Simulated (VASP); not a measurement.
# Te2Pt (P-3m1) in VASP: single point with PBE+D3(BJ)

Aim: the single point of Te2Pt with PBE+D3(BJ).

Everything below comes from runs of VASP 6.6.1. Logs are shortened: lines on timing, memory, paths and dates and some standing lists are left out, and cuts for length are marked.

## (1) The crystal as given

The structure is trigonal, space group P-3m1 (No. 164). Conventional cell: a = 4.048 Å, b = 4.048 Å, c = 5.101 Å, α = 90.00°, β = 90.00°, γ = 120.00°. Te (site symmetry 3m) is surrounded by 3 Pt at 2.70 Å. Around Pt (site symmetry -3m) lie 6 Te at 2.70 Å.

## (2) Single point, PBE+D3(BJ)

The input, INCAR:

```
PREC = Accurate
ENCUT = 520
EDIFF = 1E-6
ISMEAR = 1
SIGMA = 0.1
LREAL = F
LASPH = T
NELM = 80
ALGO = Fast
ISIF = 2
LWAVE = F
LCHARG = F
GGA = PE
IVDW = 12
ICORELEVEL = 1
```

The input, KPOINTS:

```
Automatic mesh
0
Gamma
  12 12 11
```

The input, POSCAR:

```
Te2Pt
1.0
    4.0477877900      0.0000000000      0.0000000000
   -2.0238941000      3.5054871800      0.0000000000
    0.0000000000      0.0000000000      5.1006200000
Te Pt
2 1
Direct
    0.3333330000      0.6666660000      0.2667070000
    0.6666670000      0.3333340000      0.7332930000
    0.0000000000      0.0000000000      0.0000000000
```

Potentials or basis: VASP PAW PBE potentials, release 64 (Te, Pt).

Command:

```console
$ cat potpaw_PBE.64/Te/POTCAR potpaw_PBE.64/Pt/POTCAR > POTCAR
$ mpirun -np 1 vasp_std > vasp.out
```

OUTCAR:

```text
PREC = Accurate
   ENCUT = 520
   EDIFF = 1E-6
   ISMEAR = 1
   LREAL = F
   LASPH = T
   NELM = 80
   ISIF = 2
   GGA = PE
   IVDW = 12
 IVDW          = 12

 ion  position               nearest neighbor table
   1  0.333  0.667  0.267-   3 2.70   3 2.70   3 2.70   2 3.34   2 3.34   2 3.34   2 3.59   2 3.59
                             2 3.59
   2  0.667  0.333  0.733-   3 2.70   3 2.70   3 2.70   1 3.34   1 3.34   1 3.34   1 3.59   1 3.59
                             1 3.59
   3  0.000  0.000  0.000-   1 2.70   2 2.70   2 2.70   1 2.70   1 2.70   2 2.70

  LATTYP: Found a hexagonal cell.
 ALAT       =     4.0477877900
 C/A-ratio  =     1.2601006438

  Lattice vectors:

 A1 = (   4.0477877900,   0.0000000000,   0.0000000000)
 A2 = (  -2.0238941000,   3.5054871800,   0.0000000000)
 A3 = (   0.0000000000,   0.0000000000,   5.1006200000)

Analysis of symmetry for initial positions (statically):
=====================================================================
 Subroutine PRICEL returns:
 Original cell was already a primitive cell.

 Routine SETGRP: Setting up the symmetry group for a
 hexagonal supercell.

 Subroutine GETGRP returns: Found 12 space group operations
 (whereof 12 operations were pure point group operations)
 out of a pool of 24 trial point group operations.

The static configuration has the point symmetry D_3d.

Analysis of symmetry for dynamics (positions and initial velocities):
=====================================================================
 Subroutine PRICEL returns:
 Original cell was already a primitive cell.

 Routine SETGRP: Setting up the symmetry group for a
 hexagonal supercell.

 Subroutine GETGRP returns: Found 12 space group operations
 (whereof 12 operations were pure point group operations)
 out of a pool of 24 trial point group operations.

The dynamic configuration has the point symmetry D_3d.

 Subroutine INISYM returns: Found 12 space group operations
 (whereof 12 operations are pure point group operations),
 and found     1 'primitive' translations

----------------------------------------------------------------------------------------

                                     Primitive cell

  volume of cell :      72.3751

  direct lattice vectors                    reciprocal lattice vectors
     4.047787790  0.000000000  0.000000000     0.247048524  0.142633541  0.000000000
    -2.023894100  3.505487180  0.000000000     0.000000000  0.285267054  0.000000000
     0.000000000  0.000000000  5.100620000     0.000000000  0.000000000  0.196054597

  length of vectors
     4.047787790  4.047788001  5.100620000     0.285267069  0.285267054  0.196054597

  position of ions in fractional coordinates (direct lattice)
     0.333333000  0.666666000  0.266707000
     0.666667000  0.333334000  0.733293000
     0.000000000  0.000000000  0.000000000

  ion indices of the primitive-cell ions
   primitive index   ion index
                 1           1
                 2           2
                 3           3

----------------------------------------------------------------------------------------

 KPOINTS: Automatic mesh

Automatic generation of k-mesh.
 Grid dimensions read from file:
 generate k-points for:   12   12   11

 Generating k-lattice:

  Cartesian coordinates                     Fractional coordinates (reciprocal lattice)
     0.020587377  0.011886128  0.000000000     0.083333333  0.000000000  0.000000000
     0.000000000  0.023772254  0.000000000     0.000000000  0.083333333  0.000000000
     0.000000000  0.000000000  0.017823145     0.000000000  0.000000000  0.090909091

  Length of vectors
     0.023772256  0.023772254  0.017823145

  Shift w.r.t. Gamma in fractional coordinates (k-lattice)
     0.000000000  0.000000000  0.000000000

 Subroutine IBZKPT returns following result:
 ===========================================

 Found    174 irreducible k-points:

 Following reciprocal coordinates:
            Coordinates               Weight
  0.000000  0.000000  0.000000      1.000000
  0.083333  0.000000  0.000000      6.000000
  0.166667  0.000000  0.000000      6.000000
  0.250000 -0.000000  0.000000      6.000000
  0.333333  0.000000  0.000000      6.000000
  0.416667  0.000000  0.000000      6.000000
[... 16 lines left out ...]
  0.166667  0.000000  0.090909      6.000000
  0.000000  0.166667  0.090909      6.000000
 [... further k-points ...]
   k-points           NKPTS =    174   k-points in BZ     NKDIM =    174   number of bands    NBANDS=     15
   number of dos      NEDOS =    301   number of ions     NIONS =      3
   total plane-waves  NPLWV =  36000
   dimension x,y,z NGX =    30 NGY =   30 NGZ =   40
   dimension x,y,z NGXF=    60 NGYF=   60 NGZF=   80
   ions per type =               2   1
   NGX,Y,Z   is equivalent  to a cutoff of  12.32, 12.32, 13.04 a.u.
   NGXF,Y,Z  is equivalent  to a cutoff of  24.64, 24.64, 26.07 a.u.
 SYSTEM =  unknown system
   PREC   = accura    normal or accurate (medium, high low for compatibility)
   ISTART =      0    job   : 0-new  1-cont  2-samecut
   ICHARG =      2    charge: 1-file 2-atom 10-const
   ISPIN  =      1    spin polarized calculation?
   LNONCOLLINEAR =      F non collinear calculations
   LSORBIT =      F    spin-orbit coupling
   LASPH  =      T    aspherical Exc in radial PAW
   ENCUT  =  520.0 eV  38.22 Ry    6.18 a.u.   7.53  7.53  9.48*2*pi/ulx,y,z
   NELM   =     80;   NELMIN=  2; NELMDL= -5     # of ELM steps
   EDIFF  = 0.1E-05   stopping-criterion for ELM
   LREAL  =      F    real-space projection
   EDIFFG = 0.1E-04   stopping-criterion for IOM
   NSW    =      0    number of steps for IOM
   IBRION =     -1    ionic relax: 0-MD 1-quasi-New 2-CG
   NFREE  =      0    steps in history (QN), initial steepest desc. (CG)
   ISIF   =      2    stress and relaxation
   ISYM   =      2    0-nonsym 1-usesym 2-fastsym
   POTIM  = 0.5000    time-step for ionic-motion
   TEBEG  =    0.0;   TEEND  =   0.0 temperature during run
   PSTRESS=    0.0 pullay stress
   NELECT =      22.0000    total number of electrons
   NUPDOWN=      -1.0000    fix difference up-down
   EMIN   =  10.00;   EMAX   =-10.00  energy-range for DOS
   EFERMI =   0.00;   METHOD = LEGACY
   ISMEAR =     1;   SIGMA  =   0.10  broadening in eV -4-tet -1-fermi 0-gaus
   EFERMI_NEDOS =   21; number of points for ismear=-14 and -15
   IALGO  =     68    algorithm
   IMIX   =      4    mixing-type and parameters
     AMIX     =   0.40;   BMIX     =  1.00
     AMIX_MAG =   1.60;   BMIX_MAG =  1.00
  volume/ion in A,a.u.               =      24.13       162.80
  Fermi-wavevector in a.u.,A,eV,Ry     =   1.100743  2.080103 16.485304  1.211636
  Thomas-Fermi vector in A             =   2.237159
   LORBIT       =      0    0 simple, 1 ext, 2 COOP (PROOUT), +10 PAW based schemes
   GGA     = PE    functional components
   LHFCALC =     F    Hartree Fock is set to
   AEXX    =    0.0000 exact exchange contribution
   IVDW    =    12    specifies the selected vdW correction
   LEPSILON=     F    determine dielectric tensor
   LRPA    =     F    only Hartree local field effects (RPA)
 non-spin polarized calculation
 RMM-DIIS sequential band-by-band and
 Methfessel and Paxton  Order N= 1 SIGMA  =   0.10
  energy-cutoff  :      520.00
  volume of cell :       72.38
 maximum number of plane-waves:      1981
   NGX = 15   NGY = 15   NGZ = 19

 number of electron      21.9999996 magnetization

 Free energy of the ion-electron system (eV)
  ---------------------------------------------------
  ext. energy  EPLUGINS =         0.00000000
  ---------------------------------------------------
  free energy    TOTEN  =       -13.51535233 eV

  energy without entropy =      -13.51478607  energy(sigma->0) =      -13.51516358

 the core state eigenenergies are
   1-  1s -31608.1036  2s  -4835.6385  2p  -4339.0392  3s   -951.8385  3p   -790.4966
       3d   -546.7463  4s   -151.3209  4p   -101.3577  4d    -28.6711
   2-  1s -31608.1036  2s  -4835.6385  2p  -4339.0392  3s   -951.8385  3p   -790.4966
       3d   -546.7463  4s   -151.3209  4p   -101.3577  4d    -28.6711
   3-  1s -78390.0895  2s -13759.7508  2p -11920.0198  3s  -3223.6214  3p  -2688.1221
       3d  -2108.4932  4s   -683.9445  4p   -508.3905  4d   -295.4669  4f    -58.8809
       5s    -90.3864  5p    -44.5056

 E-fermi :   8.8674     XC(G=0): -10.6233

 val. band max:        8.8626204014   @ k =   0.0833   0.0000   0.0909
 cond. band min:       8.8705918177   @ k =   0.0833   0.0000   0.1818
 fundamental gap:      0.0079714163
 Fermi energy:         8.8673716554

 k-point     1 :       0.0000    0.0000    0.0000
  band No.  band energies     occupation
      1      -5.2316      2.00000
      2      -1.6251      2.00000
      3       2.1047      2.00000
      4       3.2030      2.00000
      5       3.2030      2.00000
      6       5.1599      2.00000
      7       5.1599      2.00000
      8       6.2055      2.00000
      9       8.3849      2.00000
     10       8.3849      2.00000
     11       9.6551     -0.00000
     12       9.6551     -0.00000
     13      10.4768     -0.00000
     14      11.4715      0.00000
     15      13.0782      0.00000

 k-point     2 :       0.0833    0.0000    0.0000
  band No.  band energies     occupation
      1      -5.1569      2.00000
      2      -1.6748      2.00000
      3       2.1925      2.00000
      4       3.2435      2.00000
      5       3.2719      2.00000
      6       5.0980      2.00000
      7       5.1241      2.00000
      8       6.1144      2.00000
      9       7.8138      2.00000
     10       8.0982      2.00000
     11       9.2023     -0.00002
     12       9.9145     -0.00000
     13      10.7854     -0.00000
     14      11.9514      0.00000
     15      13.4459      0.00000
[... 365 lines left out ...]
      3       2.5551      2.00000
      4       3.4075      2.00000
      5       3.4799      2.00000
      6       4.9087      2.00000
      7       4.9930      2.00000
      8       5.8683      2.00000
      9       7.1308      2.00000
     10       7.3616      2.00000
     11       7.9708      2.00000
     12      10.8009     -0.00000
     13      10.9896      0.00000
     14      12.8779      0.00000
     15      13.8530      0.00000

 k-point    24 :       0.0000    0.1667    0.0909
  band No.  band energies     occupation
      1      -4.8990      2.00000
      2      -1.9142      2.00000
      3       2.4445      2.00000
      4       3.3254      2.00000
      5       3.6107      2.00000
      6       4.7333      2.00000
      7       5.0612      2.00000
      8       5.7746      2.00000
      9       6.9634      2.00000
     10       7.8008      2.00000
     11       9.0276     -0.04589
     12       9.9067     -0.00000
     13      10.4396     -0.00000
     14      12.7162      0.00000
     15      13.3465      0.00000

 [... further k-points ...]

------------------------ aborting loop because EDIFF is reached ----------------------------------------

 Edisp (eV)   -1.69932

 E8    (eV) :    -0.7800

  FORCE on cell =-STRESS in cart. coord.  units (eV):
  Direction    XX          YY          ZZ          XY          YZ          ZX
  --------------------------------------------------------------------------------------
  -------------------------------------------------------------------------------------
  Total       0.01675     0.01675    -0.07638    -0.00000    -0.00000     0.00000
  in kB       0.37077     0.37077    -1.69079    -0.00000    -0.00000     0.00000
  external pressure =       -0.32 kB  Pullay stress =        0.00 kB

 VOLUME and BASIS-vectors are now :
 -----------------------------------------------------------------------------
  energy-cutoff  :      520.00
  volume of cell :       72.38
      direct lattice vectors                 reciprocal lattice vectors
     4.047787790  0.000000000  0.000000000     0.247048524  0.142633541  0.000000000
    -2.023894100  3.505487180  0.000000000     0.000000000  0.285267054  0.000000000
     0.000000000  0.000000000  5.100620000     0.000000000  0.000000000  0.196054597

 POSITION                                       TOTAL-FORCE (eV/Angst)
 -----------------------------------------------------------------------------------
     -0.00000      2.33699      1.36037        -0.000000     -0.000000      0.016096
      2.02389      1.16850      3.74025         0.000000      0.000000     -0.016096
      0.00000      0.00000      0.00000        -0.000000      0.000000      0.000000
 -----------------------------------------------------------------------------------
    total drift:                                0.000000     -0.000000      0.000000

  FREE ENERGIE OF THE ION-ELECTRON SYSTEM (eV)
  ---------------------------------------------------
  free  energy   TOTEN  =       -15.2146717246 eV

  energy  without entropy=      -15.2141054651  energy(sigma->0) =      -15.21448297
```

Wall time 83 s (1 thread of Intel Xeon Platinum 8559C (Emerald Rapids), shared host); peak memory 0.35 GiB.

What came out:

```
Free energy                : -15.2147 eV
Pressure                   : 0.0 GPa
Largest force              : 0.016 eV/Å
Band gap on the k mesh     : none (metal or under the smearing width)
Dispersion energy per atom : -0.566 eV
```

Forces on the atoms (eV/Å):
```
Te   0.000  0.000  0.016
Te   0.000  0.000 -0.016
Pt   0.000  0.000  0.000
```

Stress tensor (GPa, compression positive):
```
 0.04  0.00  0.00
 0.00  0.04  0.00
 0.00  0.00 -0.17
```

Core levels (eV, on the scale of the bands):
| atom | levels |
| --- | --- |
| 1 Te | 1s -31608.1, 2s -4835.6, 2p -4339.0, 3s -951.8, 3p -790.5, 3d -546.7, 4s -151.3, 4p -101.4, 4d -28.7 |
| 2 Te | 1s -31608.1, 2s -4835.6, 2p -4339.0, 3s -951.8, 3p -790.5, 3d -546.7, 4s -151.3, 4p -101.4, 4d -28.7 |
| 3 Pt | 1s -78390.1, 2s -13759.8, 2p -11920.0, 3s -3223.6, 3p -2688.1, 3d -2108.5, 4s -683.9, 4p -508.4, 4d -295.5, 4f -58.9, 5s -90.4, 5p -44.5 |

Caveat: pairwise dispersion overbinds metals, which lowers pressure and volume.
